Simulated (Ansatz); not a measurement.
MnO:

```
CELL_PARAMETERS angstrom
0.00000 2.22391 2.22391
2.22391 0.00000 2.22391
2.22391 2.22391 0.00000
ATOMIC_POSITIONS crystal
Mn 0.00000 0.00000 0.00000
O 0.50000 0.50000 0.50000
```

The cell is a database's computed one.

Program: Ansatz 0.2.0. Alike in all runs: task band structure; potentials or basis Ansatz PAW; spin collinear, ferromagnetic start; cell as given; k mesh 10 × 10 × 10; cutoff (eV) 500; smearing fermi-dirac 0.05 eV.

**Question.** Order these runs on this cell by their pressure, lowest first.
A. level r2SCAN
B. level r2SCAN+U; U Mn d U = 4 eV; hubbard projectors ortho-atomic (the default); double counting fll (the default)
C. level r2SCAN+U; U Mn d U = 2 eV; hubbard projectors ortho-atomic (the default); double counting fll (the default)
D. level r2SCAN+U; U Mn d U = 6 eV; hubbard projectors ortho-atomic (the default); double counting fll (the default)
E. level r2SCAN+U; U Mn d U = 8 eV; hubbard projectors ortho-atomic (the default); double counting fll (the default)

**Answer.** A (0.3 GPa), C (2.5 GPa), B (4.7 GPa), D (6.9 GPa), E (8.9 GPa).

Caveats: the magnetic or orbital state may not be the lowest; a cell with one magnetic atom can't hold antiferromagnetic order, which such compounds often take; the PAW data sets come from PBE, with cores solved anew for the run's functional, which leaves a small shift of forces and pressure.

Runs at the PBE level aren't shown here.
